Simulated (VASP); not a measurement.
# RbBr (Fm-3m) in VASP: further runs, part 2 of 2

VASP 6.6.1.

## Step 4: Equation of state, PBE, 39.44 Å³/atom (volume scaled by 0.98)

INCAR

```
PREC = Accurate
ENCUT = 520
EDIFF = 1E-7
ISMEAR = -1
SIGMA = 0.05
LREAL = F
LASPH = T
NELM = 80
ALGO = Normal
ISIF = 2
LWAVE = F
LCHARG = F
GGA = PE
NBANDS = 15
```

KPOINTS

```
regular mesh
0
Gamma
  7 7 7
```

POSCAR

```
RbBr
1.0
    0.0000000000      3.4039993070      3.4039993070
    3.4039993070      0.0000000000      3.4039993070
    3.4039993070      3.4039993070      0.0000000000
Rb Br
1 1
Direct
    0.0000000000      0.0000000000      0.0000000000
    0.5000000000      0.5000000000      0.5000000000
```

Command:

```
> cat potpaw_PBE.64/Rb_sv/POTCAR potpaw_PBE.64/Br/POTCAR > POTCAR
> mpirun -np 1 vasp_std > vasp.out
```

Wall time 15 s (1 thread of Intel Xeon Platinum 8559C (Emerald Rapids), shared host); peak memory 0.21 GiB.

The run converged. Its results:

```yaml
Free_energy: -6.0852 eV
Pressure: 1.4 GPa
Band_gap_on_the_k_mesh: 4.41 eV, direct
```

Caveat: an odd mesh through Γ misses points on the zone boundary, where band edges often lie.

## Step 5: Equation of state, PBE, 41.05 Å³/atom (volume scaled by 1.02)

INCAR

```
SYSTEM = RbBr
  ALGO = Normal
  EDIFF = 1E-7
  ENCUT = 520
  GGA = PE
  ISIF = 2
  ISMEAR = -1
  LASPH = .True.
  LCHARG = .False.
  LREAL = .False.
  LWAVE = .False.
  NBANDS = 15
  NELM = 80
  PREC = Accurate
  SIGMA = 0.05
```

KPOINTS

```
k-points
0
Gamma
  7 7 7
  0 0 0
```

POSCAR

```
RbBr
1.0
    0.0000000000      3.4496960257      3.4496960257
    3.4496960257      0.0000000000      3.4496960257
    3.4496960257      3.4496960257      0.0000000000
Rb Br
1 1
Direct
    0.0000000000      0.0000000000      0.0000000000
    0.5000000000      0.5000000000      0.5000000000
```

Command:

```
> cat potpaw_PBE.64/Rb_sv/POTCAR potpaw_PBE.64/Br/POTCAR > POTCAR
> mpirun -np 1 vasp_std > vasp.out
```

It took 16 s on 1 thread of Intel Xeon Platinum 8559C (Emerald Rapids), shared host; peak memory 0.21 GiB.

The run converged. Its results:

| Property | Result |
| --- | --- |
| Free energy | -6.1061 eV |
| Pressure | 0.7 GPa |
| Band gap on the k mesh | 4.31 eV, direct |

Caveat: an odd mesh through Γ misses points on the zone boundary, where band edges often lie.

## Step 6: Equation of state, PBE, 41.86 Å³/atom (volume scaled by 1.04)

INCAR

```
PREC = Accurate ; ENCUT = 520
EDIFF = 1E-7 ; ISMEAR = -1
SIGMA = 0.05 ; LREAL = False
LASPH = True ; NELM = 80
ALGO = Normal ; ISIF = 2
LWAVE = False ; LCHARG = False
GGA = PE ; NBANDS = 15
```

KPOINTS

```
Automatic mesh
0
Gamma
  7 7 7
```

POSCAR

```
RbBr
1.0
    0.0000000000      3.4720972769      3.4720972769
    3.4720972769      0.0000000000      3.4720972769
    3.4720972769      3.4720972769      0.0000000000
Rb Br
1 1
Direct
    0.0000000000      0.0000000000      0.0000000000
    0.5000000000      0.5000000000      0.5000000000
```

Potentials or basis: VASP PAW PBE potentials, release 64 (Rb_sv, Br).

Command:

```
> cat potpaw_PBE.64/Rb_sv/POTCAR potpaw_PBE.64/Br/POTCAR > POTCAR
> mpirun -np 1 vasp_std > vasp.out
```

It took 23 s on 1 thread of Intel Xeon Platinum 8559C (Emerald Rapids), shared host; peak memory 0.24 GiB.

It converged, with:

```yaml
Free_energy: -6.1118 eV
Pressure: 0.4 GPa
Band_gap_on_the_k_mesh: 4.26 eV, direct
```

Caveat: an odd mesh through Γ misses points on the zone boundary, where band edges often lie.

## Step 7: Equation of state, PBE, 42.66 Å³/atom (volume scaled by 1.06)

INCAR

```
SYSTEM = RbBr
PREC = Accurate
ENCUT = 520
EDIFF = 1E-7
ISMEAR = -1
SIGMA = 0.05
LREAL = .False.
LASPH = .True.
NELM = 60
ALGO = Normal
ISIF = 2
LWAVE = .False.
LCHARG = .False.
GGA = PE
NBANDS = 15
```

KPOINTS

```
Automatic mesh
0
Gamma
  7 7 7
  0 0 0
```

POSCAR

```
RbBr
1.0
    0.0000000000      3.4942131424      3.4942131424
    3.4942131424      0.0000000000      3.4942131424
    3.4942131424      3.4942131424      0.0000000000
Rb Br
1 1
Direct
    0.0000000000      0.0000000000      0.0000000000
    0.5000000000      0.5000000000      0.5000000000
```

Command:

```
> cat potpaw_PBE.64/Rb_sv/POTCAR potpaw_PBE.64/Br/POTCAR > POTCAR
> mpirun -np 1 vasp_std > vasp.out
```

Wall time 22 s (1 thread of Intel Xeon Platinum 8559C (Emerald Rapids), shared host); peak memory 0.24 GiB.

The run converged. Its results:

| Quantity | Value |
| --- | --- |
| Free energy | -6.1149 eV |
| Pressure | 0.2 GPa |
| Band gap on the k mesh | 4.22 eV, direct |

Caveat: an odd mesh through Γ misses points on the zone boundary, where band edges often lie.

## Step 8: Equation of state, PBE

Potentials or basis: VASP PAW PBE potentials, release 64 (Rb_sv, Br).

This step only gathers the single runs of the series.

What came out:

```
Equilibrium volume : 43.29 Å³/atom (rough: see the caveat)
Bulk modulus       : 11.8 GPa (rough)
```

Energy against volume, from the lowest point:
```csv
volume (Å³/atom),energy (meV/atom)
37.833,32.85
38.638,22.78
39.443,14.83
40.248,8.77
41.053,4.39
41.858,1.52
42.663,0.00
```

Caveat: the minimum lies outside the volumes run.

## Step 9: Equation of state, PBEsol, 37.83 Å³/atom (volume scaled by 0.94)

INCAR

```
SYSTEM = RbBr
ALGO = Normal
EDIFF = 1E-7
ENCUT = 520
GGA = PS
ISIF = 2
ISMEAR = -1
LASPH = .True.
LCHARG = .False.
LREAL = .False.
LWAVE = .False.
NBANDS = 15
NELM = 80
PREC = Accurate
SIGMA = 0.05
```

KPOINTS

```
k-points
0
Gamma
  7 7 7
  0 0 0
```

POSCAR

```
RbBr
1.0
    0.0000000000      3.3570415946      3.3570415946
    3.3570415946      0.0000000000      3.3570415946
    3.3570415946      3.3570415946      0.0000000000
Rb Br
1 1
Direct
    0.0000000000      0.0000000000      0.0000000000
    0.5000000000      0.5000000000      0.5000000000
```

Potentials or basis: VASP PAW PBE potentials, release 64 (Rb_sv, Br).

Command:

```
> cat potpaw_PBE.64/Rb_sv/POTCAR potpaw_PBE.64/Br/POTCAR > POTCAR
> mpirun -np 1 vasp_std > vasp.out
```

Wall time 11 s (1 thread of AMD EPYC 9R45 (Zen 5), shared host); peak memory 0.18 GiB.

Results (log left out):

```yaml
Free_energy: -6.3418 eV
Pressure: 1.0 GPa
Band_gap_on_the_k_mesh: 4.36 eV, direct
```

Caveat: the PAW data sets were made with another functional, which shifts forces and pressure a little.

## Step 10: Equation of state, PBEsol, 38.64 Å³/atom (volume scaled by 0.96)

INCAR is that of step 9.

KPOINTS is that of step 9.

POSCAR

```
RbBr
1.0
    0.0000000000      3.3806835115      3.3806835115
    3.3806835115      0.0000000000      3.3806835115
    3.3806835115      3.3806835115      0.0000000000
Rb Br
1 1
Direct
    0.0000000000      0.0000000000      0.0000000000
    0.5000000000      0.5000000000      0.5000000000
```

Command:

```
> cat potpaw_PBE.64/Rb_sv/POTCAR potpaw_PBE.64/Br/POTCAR > POTCAR
> mpirun -np 1 vasp_std > vasp.out
```

Wall time 11 s (1 thread of AMD EPYC 9R45 (Zen 5), shared host); peak memory 0.18 GiB.

Results (log left out):

| Quantity | Value |
| --- | --- |
| Free energy | -6.3497 eV |
| Pressure | 0.6 GPa |
| Band gap on the k mesh | 4.31 eV, direct |

Caveat: the PAW data sets were made with another functional, which shifts forces and pressure a little.

## Step 11: Equation of state, PBEsol, 39.44 Å³/atom (volume scaled by 0.98)

INCAR is that of step 10.

KPOINTS is that of step 10.

POSCAR

```
RbBr
1.0
    0.0000000000      3.4039993070      3.4039993070
    3.4039993070      0.0000000000      3.4039993070
    3.4039993070      3.4039993070      0.0000000000
Rb Br
1 1
Direct
    0.0000000000      0.0000000000      0.0000000000
    0.5000000000      0.5000000000      0.5000000000
```

Command:

```
> cat potpaw_PBE.64/Rb_sv/POTCAR potpaw_PBE.64/Br/POTCAR > POTCAR
> mpirun -np 1 vasp_std > vasp.out
```

It took 11 s on 1 thread of AMD EPYC 9R45 (Zen 5), shared host; peak memory 0.18 GiB.

Results (log left out):

| Property | Result |
| --- | --- |
| Free energy | -6.3541 eV |
| Pressure | 0.3 GPa |
| Band gap on the k mesh | 4.26 eV, direct |

Caveat: the PAW data sets were made with another functional, which shifts forces and pressure a little.

## Step 12: Equation of state, PBEsol, 41.05 Å³/atom (volume scaled by 1.02)

INCAR is that of step 11.

KPOINTS is that of step 11.

POSCAR

```
RbBr
1.0
    0.0000000000      3.4496960257      3.4496960257
    3.4496960257      0.0000000000      3.4496960257
    3.4496960257      3.4496960257      0.0000000000
Rb Br
1 1
Direct
    0.0000000000      0.0000000000      0.0000000000
    0.5000000000      0.5000000000      0.5000000000
```

Potentials or basis: VASP PAW PBE potentials, release 64 (Rb_sv, Br).

Command:

```
> cat potpaw_PBE.64/Rb_sv/POTCAR potpaw_PBE.64/Br/POTCAR > POTCAR
> mpirun -np 1 vasp_std > vasp.out
```

Run time: 11 s. Hardware: 1 thread of AMD EPYC 9R45 (Zen 5), shared host; peak memory 0.18 GiB.

Results (log left out):

| Item | Value |
| --- | --- |
| Free energy | -6.3539 eV |
| Pressure | -0.3 GPa |
| Band gap on the k mesh | 4.17 eV, direct |

Caveat: the PAW data sets were made with another functional, which shifts forces and pressure a little; an odd mesh through Γ misses points on the zone boundary, where band edges often lie.

## Step 13: Equation of state, PBEsol, 41.86 Å³/atom (volume scaled by 1.04)

INCAR is that of step 12.

KPOINTS is that of step 12.

POSCAR

```
RbBr
1.0
    0.0000000000      3.4720972769      3.4720972769
    3.4720972769      0.0000000000      3.4720972769
    3.4720972769      3.4720972769      0.0000000000
Rb Br
1 1
Direct
    0.0000000000      0.0000000000      0.0000000000
    0.5000000000      0.5000000000      0.5000000000
```

Command:

```
> cat potpaw_PBE.64/Rb_sv/POTCAR potpaw_PBE.64/Br/POTCAR > POTCAR
> mpirun -np 1 vasp_std > vasp.out
```

Run time: 14 s. Hardware: 1 thread of AMD EPYC 9R45 (Zen 5), shared host; peak memory 0.21 GiB.

Results (log left out):

```yaml
Free_energy: -6.3499 eV
Pressure: -0.5 GPa
Band_gap_on_the_k_mesh: 4.13 eV, direct
```

Caveat: the PAW data sets were made with another functional, which shifts forces and pressure a little; an odd mesh through Γ misses points on the zone boundary, where band edges often lie.

## Step 14: Equation of state, PBEsol, 42.66 Å³/atom (volume scaled by 1.06)

INCAR is that of step 13.

KPOINTS is that of step 13.

POSCAR

```
RbBr
1.0
    0.0000000000      3.4942131424      3.4942131424
    3.4942131424      0.0000000000      3.4942131424
    3.4942131424      3.4942131424      0.0000000000
Rb Br
1 1
Direct
    0.0000000000      0.0000000000      0.0000000000
    0.5000000000      0.5000000000      0.5000000000
```

Command:

```
> cat potpaw_PBE.64/Rb_sv/POTCAR potpaw_PBE.64/Br/POTCAR > POTCAR
> mpirun -np 1 vasp_std > vasp.out
```

It took 14 s on 1 thread of AMD EPYC 9R45 (Zen 5), shared host; peak memory 0.21 GiB.

The run converged. Its results:

```
Free energy            : -6.3438 eV
Pressure               : -0.7 GPa
Band gap on the k mesh : 4.09 eV, direct
```

Caveat: the PAW data sets were made with another functional, which shifts forces and pressure a little; an odd mesh through Γ misses points on the zone boundary, where band edges often lie.

## Step 15: Equation of state, PBEsol

Potentials or basis: VASP PAW PBE potentials, release 64 (Rb_sv, Br).

This step only gathers the single runs of the series.

What came out:

| Item | Value |
| --- | --- |
| Equilibrium volume | 40.20 Å³/atom |
| Bulk modulus | 13.9 GPa |
| Pressure derivative of the bulk modulus | 5.2 |

Energy against volume, from the lowest point:
```
volume (Å³/atom)  energy (meV/atom)
          37.833               6.82
          38.638               2.84
          39.443               0.63
          40.248               0.00
          41.053               0.75
          41.858               2.73
          42.663               5.78
```

Caveat: the PAW data sets were made with another functional, which shifts forces and pressure a little.
